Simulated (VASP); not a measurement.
# Pt in VASP: settings compared, part 2 of 2

VASP 6.6.1. The steps go on from the part before.

## 4. Work function, PBEsol

Input file INCAR:

```
SYSTEM = Pt
  PREC = Accurate
  ENCUT = 520
  EDIFF = 1E-6
  ISMEAR = 0
  SIGMA = 0.1
  LREAL = .FALSE.
  LASPH = .TRUE.
  NELM = 60
  ALGO = Normal
  ISIF = 2
  LWAVE = .FALSE.
  LCHARG = .TRUE.
  GGA = PS
  LELF = .TRUE.
  LVHAR = .TRUE.
  LVACPOTAV = .TRUE.
```

Input file KPOINTS:

```
Automatic mesh
0
G
  12 12 1
  0 0 0
```

Input file POSCAR:

```
Pt
1.0
    2.7746870094      0.0000000000      0.0000000000
    0.0000000000      2.7746870094      0.0000000000
    0.0000000000      0.0000000000     25.7720000000
Pt
7
Direct
    0.0000000000      0.0000000000      0.2716126028
    0.5000000000      0.5000000000      0.3477417352
    0.0000000000      0.0000000000      0.4238708676
    0.5000000000      0.5000000000      0.5000000000
    0.0000000000      0.0000000000      0.5761291324
    0.5000000000      0.5000000000      0.6522582648
    0.0000000000      0.0000000000      0.7283873972
```

Potentials or basis: VASP PAW PBE potentials, release 64 (Pt).

Started as:

```sh
> cat potpaw_PBE.64/Pt/POTCAR > POTCAR
> mpirun -np 1 vasp_std > vasp.out
```

OUTCAR:

```text
SYSTEM = Pt
   PREC = Accurate
   ENCUT = 520
   EDIFF = 1E-6
   ISMEAR = 0
   LREAL = .FALSE.
   LASPH = .TRUE.
   NELM = 60
   ISIF = 2
   GGA = PS

 ion  position               nearest neighbor table
   1  0.000  0.000  0.272-   2 2.77   2 2.77   2 2.77   2 2.77
   2  0.500  0.500  0.348-   3 2.77   3 2.77   3 2.77   3 2.77   1 2.77   1 2.77   1 2.77   1 2.77

   3  0.000  0.000  0.424-   2 2.77   4 2.77   2 2.77   4 2.77   2 2.77   4 2.77   2 2.77   4 2.77

   4  0.500  0.500  0.500-   3 2.77   5 2.77   3 2.77   5 2.77   3 2.77   5 2.77   3 2.77   5 2.77

   5  0.000  0.000  0.576-   4 2.77   6 2.77   4 2.77   6 2.77   4 2.77   6 2.77   4 2.77   6 2.77

   6  0.500  0.500  0.652-   5 2.77   5 2.77   5 2.77   5 2.77   7 2.77   7 2.77   7 2.77   7 2.77

   7  0.000  0.000  0.728-   6 2.77   6 2.77   6 2.77   6 2.77

  LATTYP: Found a simple tetragonal cell.
 ALAT       =     2.7746870094
 C/A-ratio  =     9.2882548239

  Lattice vectors:

 A1 = (   2.7746870094,   0.0000000000,   0.0000000000)
 A2 = (   0.0000000000,   2.7746870094,   0.0000000000)
 A3 = (   0.0000000000,   0.0000000000,  25.7720000000)

Analysis of symmetry for initial positions (statically):
=====================================================================
 Subroutine PRICEL returns:
 Original cell was already a primitive cell.

 Routine SETGRP: Setting up the symmetry group for a
 simple tetragonal supercell.

 Subroutine GETGRP returns: Found 16 space group operations
 (whereof 16 operations were pure point group operations)
 out of a pool of 16 trial point group operations.

The static configuration has the point symmetry D_4h.

Analysis of symmetry for dynamics (positions and initial velocities):
=====================================================================
 Subroutine PRICEL returns:
 Original cell was already a primitive cell.

 Routine SETGRP: Setting up the symmetry group for a
 simple tetragonal supercell.

 Subroutine GETGRP returns: Found 16 space group operations
 (whereof 16 operations were pure point group operations)
 out of a pool of 16 trial point group operations.

The dynamic configuration has the point symmetry D_4h.

 Subroutine INISYM returns: Found 16 space group operations
 (whereof 16 operations are pure point group operations),
 and found     1 'primitive' translations

----------------------------------------------------------------------------------------

                                     Primitive cell

  volume of cell :     198.4157

  direct lattice vectors                    reciprocal lattice vectors
     2.774687009  0.000000000  0.000000000     0.360401010  0.000000000  0.000000000
     0.000000000  2.774687009  0.000000000     0.000000000  0.360401010  0.000000000
     0.000000000  0.000000000 25.772000000     0.000000000  0.000000000  0.038801800

  length of vectors
     2.774687009  2.774687009 25.772000000     0.360401010  0.360401010  0.038801800

  position of ions in fractional coordinates (direct lattice)
     0.000000000  0.000000000  0.271612603
[... 45 lines left out ...]
  0.000000  0.000000  0.000000      1.000000
  0.083333  0.000000  0.000000      4.000000
  0.166667  0.000000  0.000000      4.000000
  0.250000  0.000000  0.000000      4.000000
  0.333333  0.000000  0.000000      4.000000
  0.416667  0.000000  0.000000      4.000000
[... 16 lines left out ...]
  0.333333  0.333333  0.000000      4.000000
  0.416667  0.333333  0.000000      8.000000
 [... further k-points ...]
   k-points           NKPTS =     28   k-points in BZ     NKDIM =     28   number of bands    NBANDS=     42
   number of dos      NEDOS =    301   number of ions     NIONS =      7
   total plane-waves  NPLWV = 110592
   dimension x,y,z NGX =    24 NGY =   24 NGZ =  192
   dimension x,y,z NGXF=    48 NGYF=   48 NGZF=  384
   ions per type =               7
   NGX,Y,Z   is equivalent  to a cutoff of  14.38, 14.38, 12.39 a.u.
   NGXF,Y,Z  is equivalent  to a cutoff of  28.76, 28.76, 24.77 a.u.
 SYSTEM =  Pt
   PREC   = accura    normal or accurate (medium, high low for compatibility)
   ISTART =      0    job   : 0-new  1-cont  2-samecut
   ICHARG =      2    charge: 1-file 2-atom 10-const
   ISPIN  =      1    spin polarized calculation?
   LNONCOLLINEAR =      F non collinear calculations
   LSORBIT =      F    spin-orbit coupling
   LASPH  =      T    aspherical Exc in radial PAW
   ENCUT  =  520.0 eV  38.22 Ry    6.18 a.u.   5.16  5.16 47.92*2*pi/ulx,y,z
   NELM   =     60;   NELMIN=  2; NELMDL= -5     # of ELM steps
   EDIFF  = 0.1E-05   stopping-criterion for ELM
   LREAL  =      F    real-space projection
   EDIFFG = 0.1E-04   stopping-criterion for IOM
   NSW    =      0    number of steps for IOM
   IBRION =     -1    ionic relax: 0-MD 1-quasi-New 2-CG
   NFREE  =      0    steps in history (QN), initial steepest desc. (CG)
   ISIF   =      2    stress and relaxation
   ISYM   =      2    0-nonsym 1-usesym 2-fastsym
   POTIM  = 0.5000    time-step for ionic-motion
   TEBEG  =    0.0;   TEEND  =   0.0 temperature during run
   PSTRESS=    0.0 pullay stress
   NELECT =      70.0000    total number of electrons
   NUPDOWN=      -1.0000    fix difference up-down
   EMIN   =  10.00;   EMAX   =-10.00  energy-range for DOS
   EFERMI =   0.00;   METHOD = LEGACY
   ISMEAR =     0;   SIGMA  =   0.10  broadening in eV -4-tet -1-fermi 0-gaus
   EFERMI_NEDOS =   21; number of points for ismear=-14 and -15
   IALGO  =     38    algorithm
   IMIX   =      4    mixing-type and parameters
     AMIX     =   0.40;   BMIX     =  1.00
     AMIX_MAG =   1.60;   BMIX_MAG =  1.00
  volume/ion in A,a.u.               =      28.35       191.28
  Fermi-wavevector in a.u.,A,eV,Ry     =   1.156775  2.185987 18.206335  1.338128
  Thomas-Fermi vector in A             =   2.293392
   LORBIT       =      0    0 simple, 1 ext, 2 COOP (PROOUT), +10 PAW based schemes
   GGA     = PS    functional components
   LHFCALC =     F    Hartree Fock is set to
   AEXX    =    0.0000 exact exchange contribution
   IVDW    =     0    specifies the selected vdW correction
   LEPSILON=     F    determine dielectric tensor
   LRPA    =     F    only Hartree local field effects (RPA)
 non-spin polarized calculation
 Gauss-broadening in eV      SIGMA  =   0.10
  energy-cutoff  :      520.00
  volume of cell :      198.42
 maximum number of plane-waves:      5380
 NGX is ok and might be reduce to    24
   NGX = 11   NGY = 11   NGZ = 95

 number of electron      69.9999995 magnetization

 Free energy of the ion-electron system (eV)
  ---------------------------------------------------
  ext. energy  EPLUGINS =         0.00000000
  ---------------------------------------------------
  free energy    TOTEN  =       -46.58849183 eV

  energy without entropy =      -46.51102491  energy(sigma->0) =      -46.54975837

 E-fermi :   3.1245     XC(G=0):  -7.9956

 val. band max:        3.1217772908   @ k =   0.0833   0.0000   0.0000
 cond. band min:       3.1248448126   @ k =   0.5000   0.2500   0.0000
 fundamental gap:      0.0030675218
 Fermi energy:         3.1245215977

 k-point     1 :       0.0000    0.0000    0.0000
  band No.  band energies     occupation
      1      -6.8925      2.00000
      2      -6.1255      2.00000
      3      -5.0419      2.00000
      4      -4.0379      2.00000
      5      -3.8767      2.00000
      6      -3.3984      2.00000
[... 1069 lines left out ...]
     41       8.0083      0.00000
     42       8.6540      0.00000

 [... further k-points ...]

------------------------ aborting loop because EDIFF is reached ----------------------------------------

  FORCE on cell =-STRESS in cart. coord.  units (eV):
  Direction    XX          YY          ZZ          XY          YZ          ZX
  --------------------------------------------------------------------------------------
  -------------------------------------------------------------------------------------
  Total       -6.0858259     -6.0858259     -2.5657850      0.0000000      0.0000000      0.0000000
  in kB      -49.1421308    -49.1421308    -20.7183286      0.0000000      0.0000000      0.0000000
  external PRESSURE =     -39.6675301 kB  Pullay stress =       0.0000000 kB

 VOLUME and BASIS-vectors are now :
 -----------------------------------------------------------------------------
  energy-cutoff  :      520.00
  volume of cell :      198.42
      direct lattice vectors                 reciprocal lattice vectors
     2.774687009  0.000000000  0.000000000     0.360401010  0.000000000  0.000000000
     0.000000000  2.774687009  0.000000000     0.000000000  0.360401010  0.000000000
     0.000000000  0.000000000 25.772000000     0.000000000  0.000000000  0.038801800

 POSITION                                       TOTAL-FORCE (eV/Angst)
 -----------------------------------------------------------------------------------
      0.00000      0.00000      7.00000        -0.000000      0.000000      0.410697
      1.38734      1.38734      8.96200         0.000000     -0.000000     -0.259347
      0.00000      0.00000     10.92400         0.000000      0.000000     -0.081000
      1.38734      1.38734     12.88600         0.000000     -0.000000      0.000000
      0.00000      0.00000     14.84800         0.000000     -0.000000      0.081000
      1.38734      1.38734     16.81000         0.000000     -0.000000      0.259347
      0.00000      0.00000     18.77200        -0.000000     -0.000000     -0.410697
 -----------------------------------------------------------------------------------
    total drift:                                0.000000      0.000000     -0.000000

  FREE ENERGIE OF THE ION-ELECTRON SYSTEM (eV)
  ---------------------------------------------------
  free  energy   TOTEN  =       -46.5884918347 eV

  energy  without entropy=      -46.5110249063  energy(sigma->0) =      -46.54975837
```

Run time: 4.3 min. Hardware: 1 thread of Intel Xeon Platinum 8488C (Sapphire Rapids), shared host; peak memory 0.41 GiB.

Results:

* Free energy: -46.5885 eV
* Largest force: 0.411 eV/Å
* Band gap on the k mesh: none (metal or under the smearing width)

Forces on the atoms (eV/Å):
```
Pt   0.000  0.000  0.411
Pt   0.000  0.000 -0.259
Pt   0.000  0.000 -0.081
Pt   0.000  0.000  0.000
Pt   0.000  0.000  0.081
Pt   0.000  0.000  0.259
Pt   0.000  0.000 -0.411
```

Caveat: the PAW data sets were made with another functional, which shifts forces and pressure a little. The run has no spin-orbit coupling, so splittings on Pt are missing.

## 5. The runs side by side

```tsv
level	potentials or basis	gap on the mesh (eV)	largest force (eV/Å)
PBE	VASP PAW PBE potentials, release 64 (Pt)	none	0.26
LDA	VASP PAW LDA potentials, release 64 (Pt)	none	0.62
PBEsol	VASP PAW PBE potentials, release 64 (Pt)	none	0.41
```

Alike in all rows: task work function; no spin polarisation; cell as given; k mesh 12 × 12 × 1; cutoff (eV) 520; smearing gaussian 0.1 eV.

Caveats: the PAW data sets were made with another functional, which shifts forces and pressure a little (some runs).

Absolute energies hang on the potentials; compare differences alone.
